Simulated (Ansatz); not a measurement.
**KBr (Fm-3m): the PBE gap against the k mesh of the density**

How far can the k mesh of the density be lowered for the gap of KBr (Fm-3m)?

Method: DFT, PBE, plane waves, PAW, in Ansatz 0.2.0.

## 1. Set-up

The structure is cubic, space group Fm-3m (No. 225). Conventional cell: a = 6.600 Å, b = 6.600 Å, c = 6.600 Å, α = 90.00°, β = 90.00°, γ = 90.00°. Nearest to K lie 6 Br at 3.30 Å. Nearest to Br lie 6 K at 3.30 Å. Farther neighbours and most contacts between anions are not listed.

As a file:

```cif
data_structure
_symmetry_space_group_name_H-M 'P 1'
_symmetry_Int_Tables_number 1
_cell_length_a 4.6669
_cell_length_b 4.6669
_cell_length_c 4.6669
_cell_angle_alpha 60.000
_cell_angle_beta 60.000
_cell_angle_gamma 60.000
_cell_volume 71.87
loop_
_atom_site_label
_atom_site_type_symbol
_atom_site_fract_x
_atom_site_fract_y
_atom_site_fract_z
_atom_site_occupancy
K1 K 0.00000 0.00000 0.00000 1
Br2 Br 0.50000 0.50000 0.50000 1
```

The cell and positions come from the Crystallography Open Database and are kept as given unless a step says otherwise. The default PAW set here is soft_2. Its files were made with PBE.

## 2. k mesh of the density: 2×2×2

Input file input.yaml:

```yaml
crystal:
  lattice:
    - [0.0, 3.3, 3.3]
    - [3.3, 0.0, 3.3]
    - [3.3, 3.3, 0.0]
  atoms:
    - { symbol: K, position: [0.0, 0.0, 0.0] }
    - { symbol: Br, position: [0.5, 0.5, 0.5] }
kpoints:
  mp_grid: { grid: [2, 2, 2] }
  band_path:
    path:
      - [0.0, 0.0, 0.0]
      - [0.5, 0.0, 0.5]
      - [0.625, 0.25, 0.625]
      - [0.375, 0.375, 0.75]
      - [0.5, 0.5, 0.5]
      - [0.5, 0.25, 0.75]
    npoints: 1
hamiltonian:
  xc: pbe
scf:
  occupations: { method: fixed }
  n_extra_bands: 4
output:
  eigenvalues: true
```

On the command line:

```bash
$ ansatz run input.yaml --threads 3 --pin off --max-ram 92160MiB --backend cuda --events-out ev --progress --plain --runs-dir out --devices 1 --max-vram 13GiB
```

Numbers of over 12 decimals in the logs are rounded to 6 here.

The program printed:

```text
scf.n_extra_bands = 4 over 8 filled bands (N_el = 16.0): the run solves 12 bands
GPUs: using 1 of 1 available (devices: 1).
Engine: ansatz 0.2.0, x86_64-unknown-linux-gnu
Pseudopotentials: kind: paw
Pseudopotential: K, paw, valence charge 9, recommended cutoff 420 eV (normal), K.paw.azcp
Pseudopotential: Br, paw, valence charge 7, recommended cutoff 420 eV (normal), Br.paw.azcp
Functional definition: PBE
  parameter kappa = 0.804
  parameter beta = 0.066725
  exchange = pbe_x(kappa = kappa, mu = beta*pi^2/3)
  correlation = pbe_c(beta = beta)
device memory: the entry about to start is reckoned to put 1.4 GiB on a device that reports 38.4 GiB free (of which the cap on the GPU budget leaves the run 13.0 GiB)
GPU FFT provider: cuFFT
GPU libraries: cuBLAS 13.8.2, cuFFT 12.4.0, cuSOLVER 12.3.4
Crystal: 2 atoms, lattice volume = 71.874 Å³
Basis set: ecut = 420 eV, 1411 PW (Γ)
Bands: 12, of which v1, the nominal top of the filled ones, is band 8 counted from 1 (7 counted from 0)
Symmetry: 48 space group operations
Space group: Fm-3m (ITA 225), of the structure as read, at distance tolerance 4.2e-5 Å
k-points: 3 of 8
Non-local potential: K, projectors of the file, l = 0: 3, l = 1: 2, l = 2: 2
Non-local potential: Br, projectors of the file, l = 0: 2, l = 1: 2, l = 2: 2
PAW form: soft (Blöchl's): semilocal exchange-correlation on the pseudo side does not see the compensation charge
PAW one-centre angular grid: K, 110 points (default); XC on 64 Gauss nodes
PAW one-centre angular grid: Br, 110 points (default); XC on 64 Gauss nodes
Initial density: superposition of atomic densities (neutral atoms: chi_scale 0, normalization atom), corrected by the library's trained network
Initial wavefunctions: pseudopotential atomic-orbital guess
GPU buffer pool allocated for 32768 grid points (all kernels)
GPU transforms: local potential and band sums: pruned to the plane-wave sphere, on 30×32×32
Functional: x = pbe(κ = 0.804, μ = 0.219515), c = pbe(β = 0.066725)
SCF iter   1: F=—  HF=-4324.392865 eV  |F-HF|=—  |Δ(HF+E_count)|=         —  Δρ=1.63e-3  dr2=4.61e-3  ethr=1.77e-3  ⟨swp⟩=5.0  Hψ=192  notcnv=0  defer=4
preconditioner: auto → none  [insulator: Δε(μ)=4.426 eV  Ē_g=14.910 eV  n_scr=14 (ndim 8)  ℏωp=16.4 eV  f_vac=0.056  ε∞_Penn≈2.2]
SCF iter   2: F=—  HF=-4324.391456 eV  |F-HF|=—  |Δ(HF+E_count)|=   1.41e-3  Δρ=5.64e-4  dr2=2.10e-4  ethr=2.88e-5  ⟨swp⟩=3.0  Hψ=94  notcnv=0  defer=4
SCF iter   3: F=—  HF=-4324.391509 eV  |F-HF|=—  |Δ(HF+E_count)|=   5.31e-5  Δρ=2.23e-4  dr2=4.14e-5  ethr=1.31e-6  ⟨swp⟩=2.0  Hψ=61  notcnv=0  defer=4
SCF iter   4: F=—  HF=-4324.391586 eV  |F-HF|=—  |Δ(HF+E_count)|=   7.71e-5  Δρ=2.86e-5  dr2=1.07e-6  ethr=2.59e-7  ⟨swp⟩=2.0  Hψ=57  notcnv=0  defer=3
iter 5 did not close the SCF: its close was put off for the readings that it lacked (scf_convergence_deferred on its scf_iter line)
SCF iter   5: F=-4324.391587 eV  HF=-4324.391587 eV  |F-HF|=2.48e-8  |Δ(HF+E_count)|=   8.24e-7  Δρ=7.66e-6  dr2=6.76e-8  ethr=6.67e-9  ⟨swp⟩=3.0  Hψ=60  notcnv=0  defer=3
SCF iter   6: F=-4324.391587 eV  HF=-4324.391587 eV  |F-HF|=1.71e-9  |Δ(HF+E_count)|=   5.59e-8  Δρ=1.43e-6  dr2=2.66e-9  ethr=4.23e-10  ⟨swp⟩=3.3  Hψ=163  notcnv=0
SCF 1 converged in 6 iterations: F = -4324.391587 eV  dr2 = 2.66e-9
[...]
device memory: the entry about to start is reckoned to put 0.8 GiB on a device that reports 37.1 GiB free (of which the cap on the GPU budget leaves the run 13.0 GiB)
NSCF: frozen V_eff on 6 k-points
SCF converged after 6 iterations
Free energy (F): -4324.391587 eV
Harris-Foulkes:  -4324.391587 eV  (|F-HF|=1.71e-9)
Internal energy: -4324.391587 eV  (E = F + TS)
E sigma→0 (E₀):  -4324.391587 eV
Fermi energy:    1.149265 eV
--- Per-component energies (eV) ---
  E_band       = -132.965415
  E_kinetic    = 389.094125
  E_local      = -839.621032  (includes V_loc(G=0)·N_el)
  E_nonlocal   = 82.861268
  E_hartree    = 272.492833
  E_xc         = -400.894487
  E_vxc        = -269.976568  (∫ρ·V_xc dr)
  E_paw        = -3028.338444  (= ΣΔE_a)
  E_vpaw       = -40.309725  (= ΣTr[D̂ρ^β])
  E_aug_tail   = -0.000004  (compensation charges beyond the density's cutoff)
  E_ewald      = -799.985846
  E_smearing   = -0.000000  (= −TS)
  E_closure    = 0.000000  (closes the sum)
  Σ components = -4324.391587   (vs F -4324.391587, Δ=0.00e0)
--- Band table (eV) ---
  k-point 0: bands = [... 4 lower, -10.2100, 1.1493, 1.1493, 1.1493, 5.5477, 8.6894, 8.6894, 8.6894]
  k-point 1: bands = [... 4 lower, -9.9342, -0.0410, 0.8115, 0.8115, 7.7044, 9.3500, 10.8058, 10.8058]
  k-point 2: bands = [... 4 lower, -10.2455, 0.3276, 0.8604, 0.8604, 6.9676, 8.2928, 10.4183, 10.6440]
```

It took 10 s on 1 × NVIDIA H100 80GB HBM3 (shared by 6 runs) with 3 threads of AMD EPYC 7R13 (Zen 3), shared host; peak memory 0.85 GiB; 4.8 s of CPU time.

Reading the cycles: dr2 is the Hartree energy of the density residual (eV), the measure of convergence; HF is the Harris–Foulkes estimate of the energy, which meets the free energy F at convergence.

This step gave:

- gap: 4.398 eV
- valence top at: Γ
- conduction bottom at: Γ
- least direct gap: 4.398 eV

The gap is direct, at Γ.

## 3. k mesh of the density: 4×4×4

Changes to input.yaml since step 2:

```diff
@@ -9,3 +9,3 @@
 kpoints:
-  mp_grid: { grid: [2, 2, 2] }
+  mp_grid: { grid: [4, 4, 4] }
   band_path:
```

The program printed:

```text
[...]
GPUs: using 1 of 1 available (devices: 1).
[...]
GPU FFT provider: cuFFT
GPU libraries: cuBLAS 13.8.2, cuFFT 12.4.0, cuSOLVER 12.3.4
Crystal: 2 atoms, lattice volume = 71.874 Å³
Basis set: ecut = 420 eV, 1411 PW (Γ)
Bands: 12, of which v1, the nominal top of the filled ones, is band 8 counted from 1 (7 counted from 0)
Symmetry: 48 space group operations
[...]
k-points: 8 of 64
[...]
E sigma→0 (E₀):  -4324.496178 eV
Fermi energy:    1.069751 eV
[...]
--- Band table (eV; the first three rows and the last of 8) ---
  k-point 0: bands = [... 4 lower, -10.1843, 1.0698, 1.0698, 1.0698, 5.5050, 8.6736, 8.6736, 8.6736]
  k-point 1: bands = [... 4 lower, -10.0522, 0.3989, 0.8962, 0.8962, 6.7570, 8.5566, 9.3724, 9.3724]
  k-point 2: bands = [... 4 lower, -9.9357, -0.1081, 0.7362, 0.7362, 7.6587, 9.3032, 10.8050, 10.8050]
  k-point 7: bands = [... 4 lower, -10.0884, 0.4832, 0.4832, 0.5329, 8.4558, 8.4558, 9.3300, 10.0633]
[key lines of the parts left out:]
SCF converged after 6 iterations
Free energy (F): -4324.496178 eV
```

Run time: 7.9 s. Hardware: 1 × NVIDIA H100 80GB HBM3 (shared by 6 runs) with 3 threads; peak memory 0.85 GiB.

Numbers from this step:

* gap: 4.435 eV
* valence top at: Γ
* conduction bottom at: Γ
* least direct gap: 4.435 eV

The gap is 4.435 eV, +0.037 eV from the run before at this level.

## 4. k mesh of the density: 6×6×6 (the default)

input.yaml, the sections that differ from step 3:

```yaml
kpoints:
  mp_grid: { grid: [6, 6, 6] }
  band_path:
    path:
      - [[0.0, 0.0, 0.0], [0.5, 0.0, 0.5], [0.625, 0.25, 0.625]]
      - [[0.375, 0.375, 0.75], [0.0, 0.0, 0.0], [0.5, 0.5, 0.5], [0.5, 0.25, 0.75], [0.5, 0.0, 0.5]]
    npoints: 10
scf:
  occupations: { method: fermi_dirac, width: 0.02 }
  n_extra_bands: 4
output:
  eigenvalues: true
  write_density: true
  write_potential: true
  elf: true
  volumetric_format: npy
# crystal, hamiltonian: as in step 3
```

The program printed:

```text
[...]
GPUs: using 1 of 1 available (devices: 1).
[...]
GPU FFT provider: cuFFT
GPU libraries: cuBLAS 13.8.2, cuFFT 12.4.0, cuSOLVER 12.3.4
Crystal: 2 atoms, lattice volume = 71.874 Å³
Basis set: ecut = 420 eV, 1411 PW (Γ)
Bands: 12, of which v1, the nominal top of the filled ones, is band 8 counted from 1 (7 counted from 0)
Symmetry: 48 space group operations
[...]
k-points: 16 of 216
[...]
E sigma→0 (E₀):  -4324.496606 eV
Fermi energy:    3.298836 eV
[...]
--- Band table (eV; the first three rows and the last of 16) ---
  k-point 0: bands = [... 4 lower, -10.1841, 1.0689, 1.0689, 1.0689, 5.5046, 8.6735, 8.6735, 8.6735]
  k-point 1: bands = [... 4 lower, -10.1156, 0.7036, 0.9803, 0.9803, 6.1605, 8.5336, 8.9963, 8.9963]
  k-point 2: bands = [... 4 lower, -9.9925, 0.1311, 0.8139, 0.8139, 7.2681, 8.7874, 9.8578, 9.8578]
  k-point 15: bands = [... 4 lower, -10.1192, 0.3623, 0.5928, 0.6211, 7.6652, 8.9937, 9.3619, 10.2985]
[key lines of the parts left out:]
SCF converged after 6 iterations
Free energy (F): -4324.496606 eV
```

It took 9.3 s on 1 × NVIDIA H100 80GB HBM3 (shared by 6 runs) with 3 threads; peak memory 0.9 GiB; 3.5 s of CPU time.

Numbers from this step:

- gap: 4.436 eV
- valence top at: Γ
- conduction bottom at: Γ
- least direct gap: 4.436 eV

The gap is 4.436 eV, as in the run before at this level.

## 5. k mesh of the density: 10×10×10

input.yaml, the sections that differ from step 4:

```yaml
kpoints:
  mp_grid: { grid: [10, 10, 10] }
  band_path:
    path:
      - [0.0, 0.0, 0.0]
      - [0.5, 0.0, 0.5]
      - [0.625, 0.25, 0.625]
      - [0.375, 0.375, 0.75]
      - [0.5, 0.5, 0.5]
      - [0.5, 0.25, 0.75]
    npoints: 1
scf:
  occupations: { method: fixed }
  n_extra_bands: 4
output:
  eigenvalues: true
# crystal, hamiltonian: as in step 4
```

The program printed:

```text
[...]
GPUs: using 1 of 1 available (devices: 1).
[...]
GPU FFT provider: cuFFT
GPU libraries: cuBLAS 13.8.2, cuFFT 12.4.0, cuSOLVER 12.3.4
Crystal: 2 atoms, lattice volume = 71.874 Å³
Basis set: ecut = 420 eV, 1411 PW (Γ)
Bands: 12, of which v1, the nominal top of the filled ones, is band 8 counted from 1 (7 counted from 0)
Symmetry: 48 space group operations
[...]
k-points: 47 of 1000
[...]
E sigma→0 (E₀):  -4324.496610 eV
Fermi energy:    1.069216 eV
[...]
--- Band table (eV; the first three rows and the last of 47) ---
  k-point 0: bands = [... 4 lower, -10.1842, 1.0692, 1.0692, 1.0692, 5.5046, 8.6735, 8.6735, 8.6735]
  k-point 1: bands = [... 4 lower, -10.1573, 0.9205, 1.0349, 1.0349, 5.7629, 8.6004, 8.7924, 8.7924]
  k-point 2: bands = [... 4 lower, -10.0909, 0.5817, 0.9477, 0.9477, 6.3955, 8.5223, 9.1317, 9.1317]
  k-point 46: bands = [... 4 lower, -10.1000, 0.4065, 0.5554, 0.5660, 7.9577, 8.9962, 9.1860, 10.1688]
[key lines of the parts left out:]
SCF converged after 6 iterations
Free energy (F): -4324.496610 eV
```

Run time: 10 s. Hardware: 1 × NVIDIA H100 80GB HBM3 (shared by 6 runs) with 3 threads; peak memory 0.89 GiB; 9.6 s of CPU time.

Numbers from this step:

```yaml
gap: 4.435 eV
valence_top_at: Γ
conduction_bottom_at: Γ
least_direct_gap: 4.435 eV
```

The gap is 4.435 eV, as in the run before at this level.

## 6. The series

Differences are against the last row; a negative gap means that bands overlap, and a run with a band path holds that path's time. Times are wall times on 1 × NVIDIA H100 80GB HBM3 (shared by 6 runs) with 3 threads of AMD EPYC 7R13 (Zen 3), shared host, good to a factor of about two.

| k mesh of the density | gap (eV) | direct gap (eV) | gap error (eV) | energy error (meV/atom) | irreducible k | time |
| --- | --- | --- | --- | --- | --- | --- |
| 2×2×2 | 4.398 | 4.398 | −0.037 | +52.5 | 3 | 10 s |
| 4×4×4 | 4.435 | 4.435 | −0.0002 | +0.2 | 8 | 7.9 s |
| 6×6×6 | 4.436 | 4.436 | +0.0003 | +0.0 | 16 | 9.3 s |
| 10×10×10 | 4.435 | 4.435 | +0.000 | +0.0 | 47 | 10 s |

## 7. What came out

```
2×2×2    : 4.398 eV
4×4×4    : 4.435 eV
6×6×6    : 4.436 eV
10×10×10 : 4.435 eV
```

**Reading.** The gap holds to 0.02 eV from 4×4×4 on. At 2×2×2 the gap is off by −0.037 eV and the energy by +53 meV/atom. The gap is read over the mesh and added points near the edges, so meshes differ mainly through the density and, for a hybrid, the exchange operator.

[Paths, hosts, dates, memory and timing lines, banners, echoed tables and standing remarks are left out of the program output.]

[Logs are printed without paths, hosts, clocks, repeated set-up lines and the standing remarks that a program may print on its own settings, such as how far it seeks lower states.]

[Runs of the session that timed out or met a known fault of the program may be left out.]

[Cells called generated may have been cut or substituted from an entry of the Crystallography Open Database or the Materials Project.]

[Hosts, paths, dates, database ids (printed as entryN), source tags and the programs' standing remarks are cut or masked in the printed files.]
